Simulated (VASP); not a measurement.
# NbN2 (R-3m) in VASP: further runs

The runs below take NbN2 through single point, relaxation of cell and atoms, with PBE.

All numbers are computed with VASP 6.6.1; they aren't measurements. Logs are shortened: lines on timing, memory, paths and dates and some standing lists are left out, and cuts for length are marked.

## (1) Starting point

It takes space group R-3m (No. 166, trigonal). Conventional cell: a = 3.161 Å, b = 3.161 Å, c = 14.342 Å, α = 90.00°, β = 90.00°, γ = 120.00°. Around Nb (site symmetry -3m) lie 6 N at 2.08 Å. N (site symmetry 3m) has 3 Nb at 2.08 Å as nearest neighbours.

The cell was built by a generator and needn't be a form met in nature.

## (2) Single point, PBE

The input, INCAR:

```
  PREC = Accurate
  ENCUT = 520
  EDIFF = 1E-7
  ISMEAR = -1
  SIGMA = 0.05
  LREAL = F
  LASPH = T
  NELM = 100
  ALGO = Fast
  ISIF = 2
  LWAVE = F
  LCHARG = F
  GGA = PE
  NBANDS = 18
```

The input, KPOINTS:

```
regular mesh
0
Gamma
  8 8 8
```

The input, POSCAR:

```
NbN2
1.0
    5.1098086753     -0.2339737859     -0.1418991938
    4.2716911456      2.8138129267     -0.1418991938
    4.2716911456      1.1746816848      2.5608204754
Nb N
1 2
Direct
    0.0000000000      0.0000000000      0.0000000000
    0.7369092579      0.7369092579      0.7369092579
    0.2630907421      0.2630907421      0.2630907421
```

Potentials or basis: VASP PAW PBE potentials, release 64 (Nb_sv, N).

Run with:

```sh
> cat potpaw_PBE.64/Nb_sv/POTCAR potpaw_PBE.64/N/POTCAR > POTCAR
> mpirun -np 1 vasp_std > vasp.out
```

OUTCAR:

```text
PREC = Accurate
   ENCUT = 520
   EDIFF = 1E-7
   ISMEAR = -1
   LREAL = F
   LASPH = T
   NELM = 100
   ISIF = 2
   GGA = PE

 ion  position               nearest neighbor table
   1  0.000  0.000  0.000-   2 2.08   3 2.08   3 2.08   2 2.08   2 2.08   3 2.08
   2  0.737  0.737  0.737-   1 2.08   1 2.08   1 2.08
   3  0.263  0.263  0.263-   1 2.08   1 2.08   1 2.08

  LATTYP: Found a trigonal (rhomboedric) cell.
 ALAT       =     5.1171304274
 COS(alpha) =     0.8092145168

  Lattice vectors:

 A1 = (   5.1098086753,  -0.2339737859,  -0.1418991938)
 A2 = (   4.2716911456,   2.8138129267,  -0.1418991938)
 A3 = (   4.2716911456,   1.1746816848,   2.5608204754)

Analysis of symmetry for initial positions (statically):
=====================================================================
 Subroutine PRICEL returns:
 Original cell was already a primitive cell.

 Routine SETGRP: Setting up the symmetry group for a
 trigonal (rhombohedral) supercell.

 Subroutine GETGRP returns: Found 12 space group operations
 (whereof 12 operations were pure point group operations)
 out of a pool of 12 trial point group operations.

The static configuration has the point symmetry D_3d.

Analysis of symmetry for dynamics (positions and initial velocities):
=====================================================================
 Subroutine PRICEL returns:
 Original cell was already a primitive cell.

 Routine SETGRP: Setting up the symmetry group for a
 trigonal (rhombohedral) supercell.

 Subroutine GETGRP returns: Found 12 space group operations
 (whereof 12 operations were pure point group operations)
 out of a pool of 12 trial point group operations.

The dynamic configuration has the point symmetry D_3d.

 Subroutine INISYM returns: Found 12 space group operations
 (whereof 12 operations are pure point group operations),
 and found     1 'primitive' translations

----------------------------------------------------------------------------------------

                                     Primitive cell

  volume of cell :      41.3662

  direct lattice vectors                    reciprocal lattice vectors
     5.109808675 -0.233973786 -0.141899194     0.178221920 -0.279097314 -0.169265474
     4.271691146  2.813812927 -0.141899194     0.010454886  0.330981961 -0.169265474
     4.271691146  1.174681685  2.560820475     0.010454886  0.002875012  0.371741299

  length of vectors
     5.117130427  5.117130427  5.117130427     0.371899400  0.371899400  0.371899400

  position of ions in fractional coordinates (direct lattice)
     0.000000000  0.000000000  0.000000000
     0.736909258  0.736909258  0.736909258
     0.263090742  0.263090742  0.263090742

  ion indices of the primitive-cell ions
   primitive index   ion index
                 1           1
                 2           2
                 3           3

----------------------------------------------------------------------------------------

 KPOINTS: regular mesh

Automatic generation of k-mesh.
 Grid dimensions read from file:
 generate k-points for:    8    8    8

 Generating k-lattice:

  Cartesian coordinates                     Fractional coordinates (reciprocal lattice)
     0.022277740 -0.034887164 -0.021158184     0.125000000  0.000000000  0.000000000
     0.001306861  0.041372745 -0.021158184     0.000000000  0.125000000  0.000000000
     0.001306861  0.000359377  0.046467662     0.000000000 -0.000000000  0.125000000

  Length of vectors
     0.046487425  0.046487425  0.046487425

  Shift w.r.t. Gamma in fractional coordinates (k-lattice)
     0.000000000  0.000000000  0.000000000

 Subroutine IBZKPT returns following result:
 ===========================================

 Found     65 irreducible k-points:

 Following reciprocal coordinates:
            Coordinates               Weight
  0.000000  0.000000  0.000000      1.000000
  0.125000  0.000000  0.000000      6.000000
  0.250000  0.000000  0.000000      6.000000
  0.375000 -0.000000 -0.000000      6.000000
  0.500000  0.000000  0.000000      3.000000
  0.125000  0.125000 -0.000000      6.000000
[... 16 lines left out ...]
  0.250000  0.125000  0.125000      6.000000
  0.375000  0.125000  0.125000      6.000000
 [... further k-points ...]
   k-points           NKPTS =     65   k-points in BZ     NKDIM =     65   number of bands    NBANDS=     18
   number of dos      NEDOS =    301   number of ions     NIONS =      3
   total plane-waves  NPLWV =  64000
   dimension x,y,z NGX =    40 NGY =   40 NGZ =   40
   dimension x,y,z NGXF=    80 NGYF=   80 NGZF=   80
   ions per type =               1   2
   NGX,Y,Z   is equivalent  to a cutoff of  13.00, 13.00, 13.00 a.u.
   NGXF,Y,Z  is equivalent  to a cutoff of  25.99, 25.99, 25.99 a.u.
 SYSTEM =  unknown system
   PREC   = accura    normal or accurate (medium, high low for compatibility)
   ISTART =      0    job   : 0-new  1-cont  2-samecut
   ICHARG =      2    charge: 1-file 2-atom 10-const
   ISPIN  =      1    spin polarized calculation?
   LNONCOLLINEAR =      F non collinear calculations
   LSORBIT =      F    spin-orbit coupling
   LASPH  =      T    aspherical Exc in radial PAW
   ENCUT  =  520.0 eV  38.22 Ry    6.18 a.u.   9.51  9.51  9.51*2*pi/ulx,y,z
   NELM   =    100;   NELMIN=  2; NELMDL= -5     # of ELM steps
   EDIFF  = 0.1E-06   stopping-criterion for ELM
   LREAL  =      F    real-space projection
   EDIFFG = 0.1E-05   stopping-criterion for IOM
   NSW    =      0    number of steps for IOM
   IBRION =     -1    ionic relax: 0-MD 1-quasi-New 2-CG
   NFREE  =      0    steps in history (QN), initial steepest desc. (CG)
   ISIF   =      2    stress and relaxation
   ISYM   =      2    0-nonsym 1-usesym 2-fastsym
   POTIM  = 0.5000    time-step for ionic-motion
   TEBEG  =    0.0;   TEEND  =   0.0 temperature during run
   PSTRESS=    0.0 pullay stress
   NELECT =      23.0000    total number of electrons
   NUPDOWN=      -1.0000    fix difference up-down
   EMIN   =  10.00;   EMAX   =-10.00  energy-range for DOS
   EFERMI =   0.00;   METHOD = LEGACY
   ISMEAR =    -1;   SIGMA  =   0.05  broadening in eV -4-tet -1-fermi 0-gaus
   EFERMI_NEDOS =   21; number of points for ismear=-14 and -15
   IALGO  =     68    algorithm
   IMIX   =      4    mixing-type and parameters
     AMIX     =   0.40;   BMIX     =  1.00
     AMIX_MAG =   1.60;   BMIX_MAG =  1.00
  volume/ion in A,a.u.               =      13.79        93.05
  Fermi-wavevector in a.u.,A,eV,Ry     =   1.346178  2.543907 24.656400  1.812194
  Thomas-Fermi vector in A             =   2.474031
   LORBIT       =      0    0 simple, 1 ext, 2 COOP (PROOUT), +10 PAW based schemes
   GGA     = PE    functional components
   LHFCALC =     F    Hartree Fock is set to
   AEXX    =    0.0000 exact exchange contribution
   IVDW    =     0    specifies the selected vdW correction
   LEPSILON=     F    determine dielectric tensor
   LRPA    =     F    only Hartree local field effects (RPA)
 non-spin polarized calculation
 RMM-DIIS sequential band-by-band and
  energy-cutoff  :      520.00
  volume of cell :       41.37
 maximum number of plane-waves:      1128
 NGX is ok and might be reduce to    40
   NGX = 19   NGY = 19   NGZ = 19

 number of electron      23.0000000 magnetization

 Free energy of the ion-electron system (eV)
  ---------------------------------------------------
  ext. energy  EPLUGINS =         0.00000000
  ---------------------------------------------------
  free energy    TOTEN  =       -27.05482847 eV

  energy without entropy =      -27.03858355  energy(sigma->0) =      -27.04670601

 E-fermi :   4.6617     XC(G=0): -10.4991

 val. band max:        4.6517995825   @ k =   0.1250   0.1250   0.1250
 cond. band min:       4.6629188325   @ k =  -0.3750  -0.3750   0.2500
 fundamental gap:      0.0111192500
 Fermi energy:         4.6617268703

 k-point     1 :       0.0000    0.0000    0.0000
  band No.  band energies     occupation
      1     -50.3005      2.00000
      2     -26.3935      2.00000
      3     -26.0836      2.00000
      4     -26.0836      2.00000
      5      -9.8361      2.00000
      6      -7.0272      2.00000
[... 10 lines left out ...]
     17      13.0624      0.00000
     18      13.0857      0.00000

 k-point     2 :       0.1250    0.0000    0.0000
  band No.  band energies     occupation
      1     -50.2892      2.00000
      2     -26.3727      2.00000
      3     -26.1999      2.00000
      4     -26.1071      2.00000
      5      -9.5478      2.00000
      6      -7.2898      2.00000
[... 10 lines left out ...]
     17      12.9007      0.00000
     18      13.1845      0.00000

 k-point     3 :       0.2500    0.0000    0.0000
  band No.  band energies     occupation
      1     -50.2618      2.00000
      2     -26.4728      2.00000
      3     -26.3203      2.00000
      4     -26.1634      2.00000
      5      -8.9102      2.00000
      6      -7.7480      2.00000
[... 10 lines left out ...]
     17      12.6863      0.00000
     18      14.6483      0.00000

 k-point     4 :       0.3750   -0.0000   -0.0000
  band No.  band energies     occupation
      1     -50.2343      2.00000
      2     -26.7317      2.00000
      3     -26.2688      2.00000
      4     -26.2190      2.00000
      5      -8.7712      2.00000
      6      -7.5463      2.00000
[... 10 lines left out ...]
     17      12.7831      0.00000
     18      15.7146      0.00000

 k-point     5 :       0.5000    0.0000    0.0000
  band No.  band energies     occupation
      1     -50.2228      2.00000
      2     -26.8358      2.00000
      3     -26.2471      2.00000
      4     -26.2419      2.00000
      5      -8.8909      2.00000
      6      -7.2294      2.00000
[... 10 lines left out ...]
     17      12.9253      0.00000
     18      15.3832      0.00000

 k-point     6 :       0.1250    0.1250   -0.0000
  band No.  band energies     occupation
      1     -50.2892      2.00000
      2     -26.3729      2.00000
      3     -26.1999      2.00000
      4     -26.1071      2.00000
      5      -9.5379      2.00000
      6      -7.3069      2.00000
[... 10 lines left out ...]
     17      12.8585      0.00000
     18      13.0864      0.00000

 k-point     7 :       0.2500    0.1250    0.0000
  band No.  band energies     occupation
      1     -50.2699      2.00000
      2     -26.3801      2.00000
      3     -26.3377      2.00000
      4     -26.1600      2.00000
      5      -9.0377      2.00000
      6      -7.6981      2.00000
[... 10 lines left out ...]
     17      12.3425      0.00000
     18      14.3690      0.00000

 k-point     8 :       0.3750    0.1250   -0.0000
  band No.  band energies     occupation
      1     -50.2424      2.00000
      2     -26.6161      2.00000
      3     -26.2895      2.00000
      4     -26.2419      2.00000
      5      -8.5424      2.00000
      6      -7.9066      2.00000
[... 10 lines left out ...]
     17      12.4645      0.00000
     18      15.7666      0.00000
[... 229 lines left out ...]
     17      12.7662      0.00000
     18      16.1763      0.00000

 k-point    20 :      -0.3750    0.3750    0.0000
  band No.  band energies     occupation
      1     -50.2147      2.00000
      2     -26.6955      2.00000
      3     -26.4880      2.00000
      4     -26.2337      2.00000
      5      -8.2800      2.00000
      6      -7.8007      2.00000
[... 10 lines left out ...]
     17      12.4413      0.00000
     18      16.6201      0.00000

 k-point    21 :       0.5000    0.5000   -0.0000
  band No.  band energies     occupation
      1     -50.2228      2.00000
      2     -26.8357      2.00000
      3     -26.2479      2.00000
      4     -26.2420      2.00000
      5      -8.8281      2.00000
      6      -7.3002      2.00000
[... 10 lines left out ...]
     17      13.0719      0.00000
     18      14.8765      0.00000

 k-point    22 :       0.1250    0.1250    0.1250
  band No.  band energies     occupation
      1     -50.3005      2.00000
      2     -26.3940      2.00000
      3     -26.0836      2.00000
      4     -26.0836      2.00000
      5      -9.8122      2.00000
      6      -7.0755      2.00000
[... 10 lines left out ...]
     17      13.0642      0.00000
     18      13.0845      0.00000

 k-point    23 :       0.2500    0.1250    0.1250
  band No.  band energies     occupation
      1     -50.2892      2.00000
      2     -26.3735      2.00000
      3     -26.1999      2.00000
      4     -26.1071      2.00000
      5      -9.5111      2.00000
      6      -7.3490      2.00000
[... 10 lines left out ...]
     17      12.9494      0.00000
     18      13.6484      0.00000

 k-point    24 :       0.3750    0.1250    0.1250
  band No.  band energies     occupation
      1     -50.2618      2.00000
      2     -26.4728      2.00000
      3     -26.3210      2.00000
      4     -26.1634      2.00000
      5      -8.8846      2.00000
      6      -7.7704      2.00000
[... 10 lines left out ...]
     17      12.7478      0.00000
     18      15.2172      0.00000

 [... further k-points ...]

------------------------ aborting loop because EDIFF is reached ----------------------------------------

  FORCE on cell =-STRESS in cart. coord.  units (eV):
  Direction    XX          YY          ZZ          XY          YZ          ZX
  --------------------------------------------------------------------------------------
  -------------------------------------------------------------------------------------
  Total       -0.0704530     -0.0899463     -0.0909544      0.0057990      0.0009671      0.0035170
  in kB       -2.7287589     -3.4837630     -3.5228099      0.2246050      0.0374587      0.1362173
  external PRESSURE =      -3.2451106 kB  Pullay stress =       0.0000000 kB

 VOLUME and BASIS-vectors are now :
 -----------------------------------------------------------------------------
  energy-cutoff  :      520.00
  volume of cell :       41.37
      direct lattice vectors                 reciprocal lattice vectors
     5.109808675 -0.233973786 -0.141899194     0.178221920 -0.279097314 -0.169265474
     4.271691146  2.813812927 -0.141899194     0.010454886  0.330981961 -0.169265474
     4.271691146  1.174681685  2.560820475     0.010454886  0.002875012  0.371741299

 POSITION                                       TOTAL-FORCE (eV/Angst)
 -----------------------------------------------------------------------------------
      0.00000      0.00000      0.00000         0.000000     -0.000000      0.000000
     10.06116      2.76674      1.67796        -0.015087     -0.004149     -0.002516
      3.59203      0.98778      0.59906         0.015087      0.004149      0.002516
 -----------------------------------------------------------------------------------
    total drift:                               -0.000000     -0.000000     -0.000000

  FREE ENERGIE OF THE ION-ELECTRON SYSTEM (eV)
  ---------------------------------------------------
  free  energy   TOTEN  =       -27.0548284696 eV

  energy  without entropy=      -27.0385835480  energy(sigma->0) =      -27.04670601
```

Run time: 6.5 min. Hardware: 1 thread of AMD EPYC 7R13 (Zen 3), shared host; peak memory 0.23 GiB.

What came out:

```yaml
Free_energy: -27.0548 eV
Pressure: -0.3 GPa
Largest_force: 0.016 eV/Å
Band_gap_on_the_k_mesh: none (metal or under the smearing width)
```

Forces on the atoms (eV/Å):
```
Nb   0.000  0.000  0.000
N   -0.015 -0.004 -0.003
N    0.015  0.004  0.003
```

## (3) Relaxation of cell and atoms, PBE

The input, INCAR:

```
SYSTEM = NbN2
ALGO = Fast
EDIFF = 1E-6
EDIFFG = -0.01
ENCUT = 600
GGA = PE
IBRION = 2
ISIF = 3
ISMEAR = -1
LASPH = .TRUE.
LCHARG = .FALSE.
LREAL = .FALSE.
LWAVE = .FALSE.
NELM = 100
NSW = 60
PREC = Accurate
SIGMA = 0.05
```

The input, KPOINTS:

```
k-points
0
G
  8 8 8
  0 0 0
```

POSCAR is that of step 2.

Potentials or basis: VASP PAW PBE potentials, release 64 (Nb_sv, N).

Run with:

```sh
> cat potpaw_PBE.64/Nb_sv/POTCAR potpaw_PBE.64/N/POTCAR > POTCAR
> mpirun -np 1 vasp_std > vasp.out
```

OUTCAR:

```text
SYSTEM = NbN2
   EDIFF = 1E-6
   EDIFFG = -0.01
   ENCUT = 600
   GGA = PE
   IBRION = 2
   ISIF = 3
   ISMEAR = -1
   LASPH = .TRUE.
   LREAL = .FALSE.
   NELM = 100
   NSW = 60
   PREC = Accurate

 ion  position               nearest neighbor table
   1  0.000  0.000  0.000-   2 2.08   3 2.08   3 2.08   2 2.08   2 2.08   3 2.08
   2  0.737  0.737  0.737-   1 2.08   1 2.08   1 2.08
   3  0.263  0.263  0.263-   1 2.08   1 2.08   1 2.08

  LATTYP: Found a trigonal (rhomboedric) cell.
 ALAT       =     5.1171304274
 COS(alpha) =     0.8092145168

  Lattice vectors:

 A1 = (   5.1098086753,  -0.2339737859,  -0.1418991938)
 A2 = (   4.2716911456,   2.8138129267,  -0.1418991938)
 A3 = (   4.2716911456,   1.1746816848,   2.5608204754)

Analysis of symmetry for initial positions (statically):
[... 389 lines left out ...]
      5      -9.7066      2.00000
      6      -6.8624      2.00000
      7       0.0661      2.00000
      8       0.3114      2.00000
      9       0.3114      2.00000
     10       5.0518      0.01949
     11       5.0950      0.00826
     12       5.0950      0.00826
     13       6.5736      0.00000
     14       6.5736      0.00000
[... 401 lines left out ...]
      2     -26.3211      2.00000
      3     -26.1680      2.00000
      4     -26.0097      2.00000
      5      -8.7487      2.00000
      6      -7.6176      2.00000
      7       0.3273      2.00000
      8       1.0697      2.00000
      9       1.8215      2.00000
     10       2.5153      2.00000
     11       3.8314      2.00000
     12       4.9855      0.07144
     13       7.5938      0.00000
     14       8.1723      0.00000
     15       9.1597      0.00000

 [... further k-points ...]

------------------------ aborting loop because EDIFF is reached ----------------------------------------

  FORCE on cell =-STRESS in cart. coord.  units (eV):
  Direction    XX          YY          ZZ          XY          YZ          ZX
  --------------------------------------------------------------------------------------
  -------------------------------------------------------------------------------------
  Total       -0.0256479      0.0009355      0.0023104     -0.0079083     -0.0013189     -0.0047962
  in kB       -1.0064412      0.0367116      0.0906608     -0.3103259     -0.0517549     -0.1882048
  external PRESSURE =      -0.2930229 kB  Pullay stress =       0.0000000 kB
[... 18 lines left out ...]
  FREE ENERGIE OF THE ION-ELECTRON SYSTEM (eV)
  ---------------------------------------------------
  free  energy   TOTEN  =       -27.0584713447 eV

  energy  without entropy=      -27.0418475773  energy(sigma->0) =      -27.05015946

 reached required accuracy - stopping structural energy minimisation
```

It took 19 min on 1 thread of AMD EPYC 7R13 (Zen 3), shared host; peak memory 0.26 GiB.

What came out:

| Item | Value |
| --- | --- |
| Free energy | -27.0585 eV |
| Relaxed volume | 13.61 Å³/atom |
| Relaxed cell | a = 5.064 Å, b = 5.064 Å, c = 5.064 Å, α = 36.35°, β = 36.35°, γ = 36.35° |
| Space group after relaxing (to 0.05 Å) | R-3m (No. 166) |
| Energy gained by relaxing | 0.2 meV/atom |
| Ionic steps | 16 |
| Pressure after relaxing | 0.0 GPa |
| Band gap on the k mesh | none (metal or under the smearing width) |

The path:
| step | energy change (eV) | largest force (eV/Å) | pressure (GPa) | volume (Å³) |
| --- | --- | --- | --- | --- |
| 1 | 0.0000 | 0.0149 | -0.44 | 41.37 |
| 2 | 0.0003 | 0.0783 | 0.75 | 41.14 |
| 3 | -0.0001 | 0.0142 | -0.02 | 41.29 |
| 4 | -0.0001 | 0.0136 | -0.01 | 41.29 |
| 5 | -0.0001 | 0.0011 | -0.21 | 41.33 |
| 6 | -0.0001 | 0.0134 | -0.06 | 41.30 |
| 7 | -0.0001 | 0.0103 | -0.05 | 41.28 |
| 8 | -0.0002 | 0.0020 | -0.05 | 41.22 |
| 9 | -0.0003 | 0.0150 | -0.03 | 41.10 |
| 10 | -0.0002 | 0.0484 | 0.00 | 40.87 |
| 11 | -0.0003 | 0.0255 | 0.02 | 41.03 |
| 12 | -0.0003 | 0.0196 | 0.00 | 41.07 |
| 13 | -0.0003 | 0.0192 | -0.02 | 41.05 |
| 14 | -0.0003 | 0.0168 | -0.03 | 41.02 |
| 15 | -0.0004 | 0.0112 | -0.02 | 40.96 |
| 16 | -0.0006 | 0.0004 | -0.03 | 40.83 |

Final structure:
```
Nb N
1.0
     5.05537   -0.24805   -0.15043
     4.21771    2.79807   -0.15043
     4.21771    1.15984    2.55081
Nb N
1 2
Cartesian
  5.0554 -0.2480 -0.1504
  9.9525 2.7369 1.6598
  3.5383 0.9730 0.5901
```

Levels at points of the mesh, in eV from the Fermi level:
```
           k point  band 9  band 10  band 11  band 12  band 13  band 14
(0.00, 0.00, 0.00)   -4.51     0.23     0.27     0.27     1.75     1.75
(0.50, 0.00, 0.00)   -2.45    -1.91    -0.62    -0.59     2.77     3.43
(0.50, 0.50, 0.00)   -2.35    -1.41    -0.81    -0.11     2.07     3.44
(0.50, 0.50, 0.50)   -3.45    -1.45     0.18     0.18     1.78     1.78
```
